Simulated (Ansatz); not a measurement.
# TiB2 (P6/mmm) in Ansatz: further runs

The runs below take TiB2 through single point, relaxation of cell and atoms, with PBE, LDA, PBEsol.

All numbers are computed with Ansatz 0.2.0; they aren't measurements. Logs are shortened: lines on timing, memory, paths and dates and some standing lists are left out, and cuts for length are marked.

## 1. The structure

The structure is hexagonal, space group P6/mmm (No. 191). Conventional cell: a = 3.029 Å, b = 3.029 Å, c = 3.228 Å, α = 90.00°, β = 90.00°, γ = 120.00°. Ti (site symmetry 6/mmm) is surrounded by 12 B at 2.38 Å. B (site symmetry -6m2) is surrounded by 3 B at 1.75 Å.

## 2. Single point, PBE

input.yaml reads:

```yaml
crystal:
  lattice:
    - [3.0292, 0.0, 0.0]
    - [-1.5146, 2.6233641531, 0.0]
    - [0.0, 0.0, 3.2284]
  atoms:
    - { symbol: Ti, position: [0.0, 0.0, 0.0] }
    - { symbol: B, position: [0.6666666667, 0.3333333333, 0.5] }
    - { symbol: B, position: [0.3333333333, 0.6666666667, 0.5] }
hamiltonian:
  xc: pbe
  pseudopotentials: { kind: paw }
kpoints:
  mp_grid: { grid: [10, 10, 8] }
scf:
  occupations: { method: gaussian, width: 0.011 }
output:
  forces: true
  stress: true
  eigenvalues: true
```

Potentials or basis: Ansatz PAW.

Command:

```sh
> ansatz run input.yaml --threads 2 --pin off --max-ram 5632MiB --backend cpu --events-out ev --progress --plain --runs-dir out
```

Standard output:

```text
Warning: RAYON_NUM_THREADS=2 ignored (pool sized by the plan → 2); use --threads N
Engine: ansatz 0.2.0, x86_64-unknown-linux-gnu
Pseudopotentials: kind: paw
Pseudopotential: Ti, paw, valence charge 12, recommended cutoff 420 eV (normal), Ti.paw.azcp
Pseudopotential: B, paw, valence charge 3, recommended cutoff 420 eV (normal), B.paw.azcp
Functional definition: PBE
  parameter kappa = 0.804
  parameter beta = 0.06672455060314922
  exchange = pbe_x(kappa = kappa, mu = beta*pi^2/3)
  correlation = pbe_c(beta = beta)
Crystal: 3 atoms, lattice volume = 25.655 Å³
Basis set: ecut = 420 eV, 503 PW (Γ), exchange–correlation on 48×48×48 points (8 copies of the dense FFT grid, shifted against one another)
Bands: 13, of which v1, the nominal top of the filled ones, is band 9 counted from 1 (8 counted from 0)
Symmetry: 24 space group operations
Space group: P6/mmm (ITA 191), of the structure as read, at distance tolerance 2.9e-5 Å
k-points: 70 of 800
Non-local potential: Ti, projectors of the file, l = 0: 3, l = 1: 2, l = 2: 3, l = 3: 1
Non-local potential: B, projectors of the file, l = 0: 2, l = 1: 2, l = 2: 1
PAW form: soft (Blöchl's): semilocal exchange-correlation on the pseudo side does not see the compensation charge
PAW one-centre angular grid: Ti, 590 points (default); XC on 64 Gauss nodes
PAW one-centre angular grid: B, 110 points (default); XC on 64 Gauss nodes
Initial density: superposition of atomic densities (neutral atoms: chi_scale 0, normalization atom), corrected by the library's trained network
Initial wavefunctions: pseudopotential atomic-orbital guess
Functional: x = pbe(κ = 0.804, μ = 0.2195149727645171), c = pbe(β = 0.06672455060314922)
SCF iter   1: F=—  HF=-2814.685577 eV  |F-HF|=—  |Δ(HF+E_count)|=         —  Δρ=3.54e-3  dr2=2.41e-3  ethr=1.77e-3  ⟨swp⟩=4.5  Hψ=4305  notcnv=0
preconditioner: auto → none  [metal: Δε(μ)=0.011 eV  Ē_g=8.106 eV  σ=0.011 eV  W_gap=0.50  n_scr=8 (ndim 8)  ℏωp=23.2 eV  f_vac=0.000  D(μ)=2.39/eV (n_scr^D=22)  sad-step TF]
SCF iter   2: F=—  HF=-2814.684918 eV  |F-HF|=—  |Δ(HF+E_count)|=   6.59e-4  Δρ=1.88e-3  dr2=8.03e-4  ethr=1.34e-5  ⟨swp⟩=2.1  Hψ=1796  notcnv=0  defer=3
SCF iter   3: F=—  HF=-2814.684738 eV  |F-HF|=—  |Δ(HF+E_count)|=   1.80e-4  Δρ=1.58e-4  dr2=5.85e-6  ethr=4.46e-6  ⟨swp⟩=2.8  Hψ=1661  notcnv=0  defer=3
SCF iter   4: F=—  HF=-2814.684726 eV  |F-HF|=—  |Δ(HF+E_count)|=   1.25e-5  Δρ=4.71e-5  dr2=5.21e-7  ethr=3.25e-8  ⟨swp⟩=2.6  Hψ=1452  notcnv=0  defer=3
iter 5 did not close the SCF: its close was put off for the readings that it lacked (scf_convergence_deferred on its scf_iter line)
SCF iter   5: F=-2814.684725 eV  HF=-2814.684725 eV  |F-HF|=8.00e-11  |Δ(HF+E_count)|=   1.83e-7  Δρ=6.82e-6  dr2=8.18e-9  ethr=2.89e-9  ⟨swp⟩=2.4  Hψ=1429  notcnv=0  defer=3
SCF iter   6: F=-2814.684725 eV  HF=-2814.684725 eV  |F-HF|=7.73e-11  |Δ(HF+E_count)|=   3.73e-9  Δρ=7.75e-7  dr2=1.43e-10  ethr=4.55e-11  ⟨swp⟩=1.6  Hψ=2783  notcnv=0
SCF 1 converged in 6 iterations: F = -2814.684725 eV  dr2 = 1.43e-10
SCF converged after 6 iterations
Free energy (F): -2814.684725 eV
Harris-Foulkes:  -2814.684725 eV  (|F-HF|=7.73e-11)
Internal energy: -2814.684551 eV  (E = F + TS)
E sigma→0 (E₀):  -2814.684638 eV
Entropy (-TS):   -0.000175 eV (-0.058 meV/atom)
Fermi energy:    15.112676 eV
--- Per-component energies (eV) ---
  E_band       = -93.668942
  E_kinetic    = 376.017759
  E_local      = -787.423038  (includes V_loc(G=0)·N_el)
  E_nonlocal   = 28.806069
  E_hartree    = 333.817460
  E_xc         = -165.110421
  E_vxc        = -202.813904  (∫ρ·V_xc dr)
  E_paw        = -1204.609559  (= ΣΔE_a)
  E_vpaw       = -175.891033  (= ΣTr[D̂ρ^β])
  E_aug_tail   = 0.000100  (compensation charges beyond the density's cutoff)
  E_ewald      = -1396.182920
  E_smearing   = -0.000175  (= −TS)
  E_closure    = 0.000000  (closes the sum)
  Σ components = -2814.684725   (vs F -2814.684725, Δ=0.00e0)
--- Forces (eV/Å), atoms counted from 1 ---
  atom   1  Ti    -0.00000000     0.00000000     0.00000000
  atom   2  B      0.00000000     0.00000000     0.00000000
  atom   3  B      0.00000000    -0.00000000     0.00000000
  max |Σ_I F_I| component: 5.55e-17 eV/Å
--- Stress (GPa, compression-positive) ---
        0.318837       0.000000      -0.000000
       -0.000000       0.318837      -0.000000
       -0.000000      -0.000000       0.273136
  P = ⅓ Tr σ = 0.3036 GPa (3.036 kbar)
--- Band table (eV; the first three rows and the last of 70) ---
  k-point 0: bands = ["-41.7548", "-18.1014", "-17.8065", "-17.8065", "1.6605", "12.5648", "12.5648", "12.8422", "13.0585", "17.0706", "17.0706", "18.8197", "18.8197"]
  k-point 1: bands = ["-41.7526", "-18.1312", "-17.8041", "-17.8041", "1.8665", "11.3159", "12.7291", "12.7291", "14.3747", "16.5949", "16.5949", "18.4661", "18.4661"]
  k-point 2: bands = ["-41.7474", "-18.2024", "-17.7984", "-17.7984", "2.4337", "9.6408", "13.2105", "13.2105", "15.5592", "15.7923", "15.7923", "17.5563", "17.5563"]
  k-point 69: bands = ["-41.6803", "-18.1965", "-18.0934", "-18.0183", "6.1111", "7.1214", "9.5244", "11.8061", "12.1124", "17.6814", "19.1072", "19.2584", "19.5468"]
```

Run time: 0.61 s. Hardware: 2 threads of Intel Xeon Platinum 8488C (Sapphire Rapids), shared host; peak memory 0.36 GiB.

What came out:

* Free energy: -2814.6847 eV
* Pressure: 0.3 GPa
* Band gap on the k mesh: none (metal or under the smearing width)

Levels at points of the mesh, in eV from the Fermi level:
```tsv
k point	band 5	band 6	band 7	band 8	band 9	band 10	band 11	band 12	band 13
(0.00, 0.00, 0.00)	-13.45	-2.55	-2.55	-2.27	-2.05	1.96	1.96	3.71	3.71
(0.00, 0.00, -0.50)	-11.53	-7.55	-0.50	-0.50	-0.11	-0.11	0.49	0.49	1.71
(0.00, -0.50, 0.00)	-9.31	-9.18	-3.21	-3.17	-2.21	1.40	2.80	3.28	3.42
(0.00, -0.50, -0.50)	-9.69	-7.49	-4.58	-3.77	-3.09	2.55	2.98	4.53	4.64
```

## 3. Relaxation of cell and atoms, PBE

input.yaml: that of step 2 with these lines changed.

```diff
@@ -15,3 +15,3 @@
 scf:
-  occupations: { method: gaussian, width: 0.011 }
+  occupations: { method: fermi_dirac, width: 0.05 }
 output:
@@ -19,2 +19,5 @@
   stress: true
-  eigenvalues: true
+relax:
+  f_tol: 0.01
+  max_steps: 40
+  cell: { stress_tol: 0.05 }
```

Potentials or basis: Ansatz PAW.

Command:

```sh
> ansatz run input.yaml --threads 2 --pin off --max-ram 5632MiB --backend cpu --events-out ev --progress --plain --runs-dir out
```

Standard output:

```text
Warning: RAYON_NUM_THREADS=2 ignored (pool sized by the plan → 2); use --threads N
Engine: ansatz 0.2.0, x86_64-unknown-linux-gnu
Pseudopotentials: kind: paw
Pseudopotential: Ti, paw, valence charge 12, recommended cutoff 420 eV (normal), Ti.paw.azcp
Pseudopotential: B, paw, valence charge 3, recommended cutoff 420 eV (normal), B.paw.azcp
Functional definition: PBE
  parameter kappa = 0.804
  parameter beta = 0.06672455060314922
  exchange = pbe_x(kappa = kappa, mu = beta*pi^2/3)
  correlation = pbe_c(beta = beta)
Crystal: 3 atoms, lattice volume = 25.655 Å³
Basis set: ecut = 420 eV, 503 PW (Γ), exchange–correlation on 48×48×48 points (8 copies of the dense FFT grid, shifted against one another)
Bands: 13, of which v1, the nominal top of the filled ones, is band 9 counted from 1 (8 counted from 0)
Symmetry: 24 space group operations
Space group: P6/mmm (ITA 191), of the structure as read, at distance tolerance 2.9e-5 Å
k-points: 70 of 800
Non-local potential: Ti, projectors of the file, l = 0: 3, l = 1: 2, l = 2: 3, l = 3: 1
Non-local potential: B, projectors of the file, l = 0: 2, l = 1: 2, l = 2: 1
PAW form: soft (Blöchl's): semilocal exchange-correlation on the pseudo side does not see the compensation charge
PAW one-centre angular grid: Ti, 590 points (default); XC on 64 Gauss nodes
PAW one-centre angular grid: B, 110 points (default); XC on 64 Gauss nodes
Initial density: superposition of atomic densities (neutral atoms: chi_scale 0, normalization atom), corrected by the library's trained network
Initial wavefunctions: pseudopotential atomic-orbital guess
Functional: x = pbe(κ = 0.804, μ = 0.2195149727645171), c = pbe(β = 0.06672455060314922)
SCF iter   1: F=—  HF=-2814.689659 eV  |F-HF|=—  |Δ(HF+E_count)|=         —  Δρ=3.14e-3  dr2=2.03e-3  ethr=1.77e-3  ⟨swp⟩=4.4  Hψ=4310  notcnv=0
preconditioner: auto → none  [metal: Δε(μ)=0.011 eV  Ē_g=8.106 eV  σ=0.050 eV  W_gap=0.06  n_scr=8 (ndim 8)  ℏωp=23.2 eV  f_vac=0.000  D(μ)=0.84/eV (n_scr^D=8)  sad-step TF]
SCF iter   2: F=—  HF=-2814.689075 eV  |F-HF|=—  |Δ(HF+E_count)|=   5.84e-4  Δρ=1.69e-3  dr2=6.71e-4  ethr=1.13e-5  ⟨swp⟩=1.4  Hψ=1581  notcnv=0
[... 55 lines left out ...]
SCF converged after 7 iterations
Free energy (F): -2814.688961 eV
Harris-Foulkes:  -2814.688961 eV  (|F-HF|=9.09e-13)
Internal energy: -2814.682551 eV  (E = F + TS)
E sigma→0 (E₀):  -2814.685756 eV
Entropy (-TS):   -0.006410 eV (-2.137 meV/atom)
Fermi energy:    15.093825 eV
--- Per-component energies (eV) ---
  E_band       = -93.984643
  E_kinetic    = 375.911755
  E_local      = -788.129800  (includes V_loc(G=0)·N_el)
  E_nonlocal   = 28.799131
  E_hartree    = 334.043553
  E_xc         = -165.076688
  E_vxc        = -202.769640  (∫ρ·V_xc dr)
  E_paw        = -1204.602986  (= ΣΔE_a)
  E_vpaw       = -175.883295  (= ΣTr[D̂ρ^β])
  E_aug_tail   = 0.000100  (compensation charges beyond the density's cutoff)
  E_ewald      = -1395.627617
  E_smearing   = -0.006410  (= −TS)
  E_closure    = 0.000000  (closes the sum)
  Σ components = -2814.688961   (vs F -2814.688961, Δ=0.00e0)
--- Forces (eV/Å), atoms counted from 1 ---
  atom   1  Ti     0.00000000    -0.00000000     0.00000000
  atom   2  B     -0.00000000     0.00000000    -0.00000000
  atom   3  B      0.00000000    -0.00000000     0.00000000
  max |Σ_I F_I| component: 9.25e-17 eV/Å
--- Stress (GPa, compression-positive) ---
       -0.010436       0.000000       0.000000
       -0.000000      -0.010436       0.000000
        0.000000       0.000000      -0.035945
  P = ⅓ Tr σ = -0.0189 GPa (-0.189 kbar)
--- Relaxed structure (3 steps of the walk, 3 accepted, 1 SCFs on fresh bases) ---
  F+E_penalty+E_count = -2814.68896093 eV   max|allowed force component| = 3.947e-16 eV/Å   (the final SCF, on the basis selected at the relaxed cell)
  cell:  # Å, volume = 25.6858 Å³
    - [3.0312938304873276, 1.054975902037952e-33, 5.43971949488319e-34]
    - [-1.5156469152436638, 2.625177463537066, -4.861193962000821e-34]
    - [5.797435104129001e-34, -2.6351977746040914e-34, 3.2277986979116595]
  atoms:
    - { symbol: Ti, position: [-6.024667961811955e-35, 1.0196459753231712e-35, 0.0] }
    - { symbol: B, position: [0.6666666666666666, 0.33333333333333337, 0.5] }
    - { symbol: B, position: [0.33333333333333337, 0.6666666666666667, 0.5] }
```

Run time: 2.1 s. Hardware: 2 threads of Intel Xeon Platinum 8488C (Sapphire Rapids), shared host; peak memory 0.38 GiB.

Results:

```yaml
Free_energy: -2814.6890 eV
Relaxed_volume: 8.56 Å³/atom
Relaxed_cell: a = 3.031 Å, b = 3.031 Å, c = 3.228 Å, α = 90.00°, β = 90.00°, γ = 120.00°
Space_group_after_relaxing_to_0.05_Å: P6/mmm (No. 191)
Energy_gained_by_relaxing: 0.0 meV/atom
Ionic_steps: 4
Pressure_after_relaxing: 0.0 GPa
```

Final structure:
```
Ti B
1.0
     3.03129    0.00000    0.00000
    -1.51565    2.62518    0.00000
     0.00000    0.00000    3.22780
Ti B
1 2
Direct
  0.00000 0.00000 0.00000
  0.66667 0.33333 0.50000
  0.33333 0.66667 0.50000
```

Caveat: the plane-wave basis is chosen anew once the cell has moved, so the energies of steps on either side of that aren't comparable.

## 4. Relaxation of cell and atoms, LDA

input.yaml: that of step 3 with these lines changed.

```diff
@@ -10,3 +10,3 @@
 hamiltonian:
-  xc: pbe
+  xc: lda
   pseudopotentials: { kind: paw }
```

Command:

```sh
> ansatz run input.yaml --threads 2 --pin off --max-ram 5632MiB --backend cpu --events-out ev --progress --plain --runs-dir out
```

It took 3.6 s on 2 threads of Intel Xeon Platinum 8488C (Sapphire Rapids), shared host; peak memory 0.38 GiB.

Results (log left out):

| Quantity | Value |
| --- | --- |
| Free energy | -2753.2970 eV |
| Relaxed volume | 8.18 Å³/atom |
| Relaxed cell | a = 2.993 Å, b = 2.993 Å, c = 3.163 Å, α = 90.00°, β = 90.00°, γ = 120.00° |
| Space group after relaxing (to 0.05 Å) | P6/mmm (No. 191) |
| Energy gained by relaxing | 13.6 meV/atom |
| Ionic steps | 7 |
| Pressure after relaxing | 0.0 GPa |

Step by step:
```tsv
step	energy change (eV)	largest force (eV/Å)	volume (Å³)
1	0.0000	0.0000	25.66
2	-0.0400	0.0000	24.75
3	-0.0424	0.0000	24.52
4	-0.0425	0.0000	24.55
5	-0.0408	0.0000	24.55
6	-0.0408	0.0000	24.54
7	-0.0408	0.0000	24.54
```

Final structure:
```xyz
3
Lattice="2.9929 0.0000 0.0000 -1.4964 2.5919 0.0000 0.0000 0.0000 3.1635" Properties=species:S:1:pos:R:3 pbc="T T T"
Ti    0.0000    0.0000    0.0000
B     1.4964    0.8640    1.5817
B     0.0000    1.7279    1.5817
```

Caveat: the plane-wave basis is chosen anew once the cell has moved, so the energies of steps on either side of that aren't comparable; the PAW data sets come from PBE, with cores solved anew for the run's functional, which leaves a small shift of forces and pressure. LDA usually gives volumes a few per cent too small.

## 5. Relaxation of cell and atoms, PBEsol

input.yaml: that of step 4 with these lines changed.

```diff
@@ -10,3 +10,3 @@
 hamiltonian:
-  xc: lda
+  xc: pbesol
   pseudopotentials: { kind: paw }
@@ -19,2 +19,6 @@
   stress: true
+  write_density: true
+  write_potential: true
+  elf: true
+  volumetric_format: npy
 relax:
```

Command:

```sh
> ansatz run input.yaml --threads 2 --pin off --max-ram 5632MiB --backend cpu --events-out ev --progress --plain --runs-dir out
```

It took 2.9 s on 2 threads of Intel Xeon Platinum 8488C (Sapphire Rapids), shared host; peak memory 0.39 GiB.

The run converged. Its results:

```yaml
Free_energy: -2782.6168 eV
Relaxed_volume: 8.38 Å³/atom
Relaxed_cell: a = 3.017 Å, b = 3.017 Å, c = 3.189 Å, α = 90.00°, β = 90.00°, γ = 120.00°
Space_group_after_relaxing_to_0.05_Å: P6/mmm (No. 191)
Energy_gained_by_relaxing: 3.1 meV/atom
Ionic_steps: 5
Pressure_after_relaxing: 0.0 GPa
Band_gap_on_the_k_mesh: none (metal or under the smearing width)
```

Step by step:
```tsv
step	energy change (eV)	largest force (eV/Å)	volume (Å³)
1	0.0000	0.0000	25.66
2	-0.0095	0.0000	25.22
3	-0.0100	0.0000	25.12
4	-0.0100	0.0000	25.13
5	-0.0094	0.0000	25.13
```

Final structure:
```cif
data_structure
_symmetry_space_group_name_H-M 'P 1'
_symmetry_Int_Tables_number 1
_cell_length_a 3.0165
_cell_length_b 3.0165
_cell_length_c 3.1891
_cell_angle_alpha 90.000
_cell_angle_beta 90.000
_cell_angle_gamma 120.000
_cell_volume 25.13
loop_
_atom_site_label
_atom_site_type_symbol
_atom_site_fract_x
_atom_site_fract_y
_atom_site_fract_z
_atom_site_occupancy
Ti1 Ti 0.00000 0.00000 0.00000 1
B1 B 0.66667 0.33333 0.50000 1
B2 B 0.33333 0.66667 0.50000 1
```

Levels at points of the mesh, in eV from the Fermi level:
| k point | band 7 | band 8 | band 9 | band 10 | band 11 | band 12 |
| --- | --- | --- | --- | --- | --- | --- |
| (0.00, 0.00, 0.00) | -2.62 | -2.15 | -2.10 | 2.05 | 2.05 | 3.91 |
| (0.00, 0.00, -0.50) | -0.48 | -0.48 | -0.16 | -0.16 | 0.51 | 0.51 |
| (0.00, -0.50, 0.00) | -3.22 | -3.16 | -2.28 | 1.48 | 2.89 | 3.40 |
| (0.00, -0.50, -0.50) | -4.67 | -3.84 | -3.08 | 2.71 | 3.09 | 4.79 |

Caveat: the plane-wave basis is chosen anew once the cell has moved, so the energies of steps on either side of that aren't comparable; the PAW data sets come from PBE, with cores solved anew for the run's functional, which leaves a small shift of forces and pressure.

## 6. Overview

| task | level | cell | smearing | gap on the mesh (eV) | pressure (GPa) | relaxed volume (Å³/atom) |
| --- | --- | --- | --- | --- | --- | --- |
| single point | PBE | as given | gaussian 0.011 eV | none | 0.3 | - |
| relaxation of cell and atoms | PBE | relaxed | fermi-dirac 0.05 eV | - | 0.0 | 8.56 |
| relaxation of cell and atoms | LDA | relaxed | fermi-dirac 0.05 eV | - | 0.0 | 8.18 |
| relaxation of cell and atoms | PBEsol | relaxed | fermi-dirac 0.05 eV | none | 0.0 | 8.38 |

Alike in all rows: potentials or basis Ansatz PAW; no spin polarisation; k mesh 10 × 10 × 8; cutoff (eV) 420.

Caveats: the plane-wave basis is chosen anew once the cell has moved, so the energies of steps on either side of that aren't comparable (some runs); the PAW data sets come from PBE, with cores solved anew for the run's functional, which leaves a small shift of forces and pressure (some runs).

Total energies depend on the potentials used, so only differences within one code and one set of settings carry meaning.
